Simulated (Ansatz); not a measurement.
Input, command and steps of an Ansatz relaxation.

```yaml
crystal:
  lattice:
    - [3.8373197899, 0.0, 0.0]
    - [-1.918659895, 3.3232164205, 0.0]
    - [0.0, 0.0, 4.8761842653]
  atoms:
    - { symbol: Si, position: [0.3333333333, 0.6666666667, 0.75] }
    - { symbol: Si, position: [0.6666666667, 0.3333333333, 0.25] }
    - { symbol: Ni, position: [0.0, 0.0, 0.0] }
    - { symbol: Ni, position: [0.0, 0.0, 0.5] }
    - { symbol: Ni, position: [0.3333333333, 0.6666666667, 0.25] }
    - { symbol: Ni, position: [0.6666666667, 0.3333333333, 0.75] }
basis:
  ecutwfc: 420
kpoints:
  mp_grid: { grid: [12, 12, 8] }
hamiltonian:
  xc: pbe
scf:
  occupations: { method: gaussian, width: 0.1 }
output:
  forces: true
  stress: true
  eigenvalues: true
relax:
  adjacent_minimum: "off"
  f_tol: 0.01
  max_steps: 30
  cell: { stress_tol: 0.1, fix: [volume] }
```

```bash
ansatz run input.yaml --threads 1 --pin off --max-ram 2560MiB --backend cpu --events-out ev --progress --plain --runs-dir out
```

Level of theory: DFT PBE, scalar-relativistic, plane waves, PAW in Ansatz 0.2.0.

The volume is held at 0.94 times that of the relaxed cell.

Of 4 frames 3 are shown, positions in Å and forces in eV/Å; the SCF threshold varies from step to step. Steps run on the plane waves of an earlier cell, with a Pulay correction in the pressure. The basis is chosen afresh for the last frame, the zero of the energies, and at times for earlier ones too; energy and pressure step there, also at an unchanged geometry. Spin polarisation was left out; whether the Ni atoms would carry moments isn't shown by this run.

```xyz
6
Lattice="3.8373 0.0000 0.0000 -1.9187 3.3232 0.0000 0.0000 0.0000 4.8762" Properties=species:S:1:pos:R:3:forces:R:3 pbc="T T T" step=1 free_energy_over_end_meV_per_atom=0.09 pressure_GPa=14.50
Si    0.0000    2.2155    3.6571    0.0000    0.0000    0.0000
Si    1.9187    1.1077    1.2190    0.0000    0.0000    0.0000
Ni    0.0000    0.0000    0.0000    0.0000    0.0000    0.0000
Ni    0.0000    0.0000    2.4381    0.0000    0.0000    0.0000
Ni    0.0000    2.2155    1.2190    0.0000    0.0000    0.0000
Ni    1.9187    1.1077    3.6571    0.0000    0.0000    0.0000
6
Lattice="3.8391 0.0000 0.0000 -1.9196 3.3248 0.0000 0.0000 0.0000 4.8716" Properties=species:S:1:pos:R:3:forces:R:3 pbc="T T T" step=2 free_energy_over_end_meV_per_atom=0.03 pressure_GPa=14.47
Si    0.0000    2.2165    3.6537    0.0000    0.0000    0.0000
Si    1.9196    1.1083    1.2179    0.0000    0.0000    0.0000
Ni    0.0000    0.0000    0.0000    0.0000    0.0000    0.0000
Ni    0.0000    0.0000    2.4358    0.0000    0.0000    0.0000
Ni    0.0000    2.2165    1.2179    0.0000    0.0000    0.0000
Ni    1.9196    1.1083    3.6537    0.0000    0.0000    0.0000
6
Lattice="3.8420 0.0000 0.0000 -1.9210 3.3273 0.0000 0.0000 0.0000 4.8643" Properties=species:S:1:pos:R:3:forces:R:3 pbc="T T T" step=4 free_energy_over_end_meV_per_atom=0.00 pressure_GPa=14.41
Si    0.0000    2.2182    3.6482    0.0000    0.0000    0.0000
Si    1.9210    1.1091    1.2161    0.0000    0.0000    0.0000
Ni    0.0000    0.0000    0.0000    0.0000    0.0000    0.0000
Ni    0.0000    0.0000    2.4322    0.0000    0.0000    0.0000
Ni    0.0000    2.2182    1.2161    0.0000    0.0000    0.0000
Ni    1.9210    1.1091    3.6482    0.0000    0.0000    0.0000
```

Time: 64 s on 1 thread of Arm Neoverse V2, with other jobs on the host, peak memory 0.48 GiB.